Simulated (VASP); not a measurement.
A run of VASP 6.6.1 is set up as follows.

File POSCAR:

```
SiC
1.0
    0.0000000000      2.1790000000      2.1790000000
    2.1790000000      0.0000000000      2.1790000000
    2.1790000000      2.1790000000      0.0000000000
Si C
1 1
Direct
    0.0000000000      0.0000000000      0.0000000000
    0.7500000000      0.7500000000      0.7500000000
```

The input INCAR.step1:

```
PREC     = Accurate       # precision mode
ENCUT    = 520            # plane-wave cutoff, eV
EDIFF    = 1E-5           # SCF threshold, eV
ISMEAR   = -1             # smearing method
SIGMA    = 0.05           # smearing width, eV
LREAL    = F              # projectors in reciprocal space
LASPH    = T              # aspherical terms in the spheres
NELM     = 80             # most SCF steps
ALGO     = Normal         # electronic algorithm
ISIF     = 2              # what is computed and relaxed
LWAVE    = T              # write WAVECAR
LCHARG   = F              # write CHGCAR
GGA      = PE             # functional
```

File INCAR.step2:

```
PREC     = Accurate       # precision mode
ENCUT    = 520            # plane-wave cutoff, eV
EDIFF    = 1E-7           # SCF threshold, eV
ISMEAR   = -1             # smearing method
SIGMA    = 0.05           # smearing width, eV
LREAL    = F              # projectors in reciprocal space
LASPH    = T              # aspherical terms in the spheres
NELM     = 80             # most SCF steps
ALGO     = Normal         # electronic algorithm
ISIF     = 2              # what is computed and relaxed
LWAVE    = F              # write WAVECAR
LCHARG   = F              # write CHGCAR
METAGGA  = MBJ            # meta-GGA
ISTART   = 1
```

File KPOINTS:

```
regular mesh
0
Gamma
  10 10 10
```

KPOINTS_OPT

```
path GXWKGLUWLK,UX
20
line-mode
reciprocal
 0.0000000000  0.0000000000  0.0000000000  G
 0.5000000000  0.0000000000  0.5000000000  X

 0.5000000000  0.0000000000  0.5000000000  X
 0.5000000000  0.2500000000  0.7500000000  W

 0.5000000000  0.2500000000  0.7500000000  W
 0.3750000000  0.3750000000  0.7500000000  K

 0.3750000000  0.3750000000  0.7500000000  K
 0.0000000000  0.0000000000  0.0000000000  G

 0.0000000000  0.0000000000  0.0000000000  G
 0.5000000000  0.5000000000  0.5000000000  L

 0.5000000000  0.5000000000  0.5000000000  L
 0.6250000000  0.2500000000  0.6250000000  U

 0.6250000000  0.2500000000  0.6250000000  U
 0.5000000000  0.2500000000  0.7500000000  W

 0.5000000000  0.2500000000  0.7500000000  W
 0.5000000000  0.5000000000  0.5000000000  L

 0.5000000000  0.5000000000  0.5000000000  L
 0.3750000000  0.3750000000  0.7500000000  K

 0.6250000000  0.2500000000  0.6250000000  U
 0.5000000000  0.0000000000  0.5000000000  X
```

Potentials or basis: VASP PAW PBE potentials, release 64 (Si, C).

Launch:

```sh
$ cat potpaw_PBE.64/Si/POTCAR potpaw_PBE.64/C/POTCAR > POTCAR
$ cp INCAR.step1 INCAR
$ mpirun -np 1 vasp_std > vasp.out
$ cp INCAR.step2 INCAR
$ mpirun -np 1 vasp_std > vasp.out
```

Problem. What does it give for the band gap on the k mesh?

Solution. 2.34 eV, indirect (least direct gap 5.53 eV).

Problem. Estimate the band gap along the path.

Solution. 2.34 eV, indirect (least direct gap 5.53 eV).

Levels at the corners of the path, in eV from the valence-band top:
```
point  band 2  band 3  band 4  band 5  band 6  band 7
    Γ    0.00    0.00    0.00    7.01    8.01    8.01
    X   -7.64   -3.18   -3.18    2.34    5.13   15.63
    X   -7.64   -3.18   -3.18    2.34    5.13   15.63
    W   -6.91   -4.83   -4.46    6.11   10.31   10.50
    W   -6.91   -4.83   -4.46    6.11   10.31   10.50
    K   -7.14   -5.33   -2.60    4.05    8.56   13.07
    K   -7.14   -5.33   -2.60    4.05    8.56   13.07
    Γ    0.00    0.00    0.00    7.01    8.01    8.01
    Γ    0.00    0.00    0.00    7.01    8.01    8.01
    L   -8.31   -1.10   -1.10    6.19    8.12    8.12
    L   -8.31   -1.10   -1.10    6.19    8.12    8.12
    U   -7.14   -5.33   -2.60    4.05    8.56   13.07
    U   -7.14   -5.33   -2.60    4.05    8.56   13.07
    W   -6.91   -4.83   -4.46    6.11   10.31   10.50
    W   -6.91   -4.83   -4.46    6.11   10.31   10.50
    L   -8.31   -1.10   -1.10    6.19    8.12    8.12
    L   -8.31   -1.10   -1.10    6.19    8.12    8.12
    K   -7.14   -5.33   -2.60    4.05    8.56   13.07
    U   -7.14   -5.33   -2.60    4.05    8.56   13.07
    X   -7.64   -3.18   -3.18    2.34    5.13   15.63
```

**Measured values to compare with.**

“Insight into the structural, elastic and electronic properties of a new orthorhombic 6O-SiC polytype”, 2020, pmc:7200658 quotes, for a bulk crystal of SiC: band gap 2.4 eV (indirect).

Against the measured gap of SiC, 2.4 eV (indirect; quoted in “Insight into the structural, elastic and electronic properties of a new orthorhombic 6O-SiC polytype”, 2020, pmc:7200658), the calculated 2.34 eV is off by -0.06 eV. The value is that of TB-mBJ, without temperature or zero-point motion.
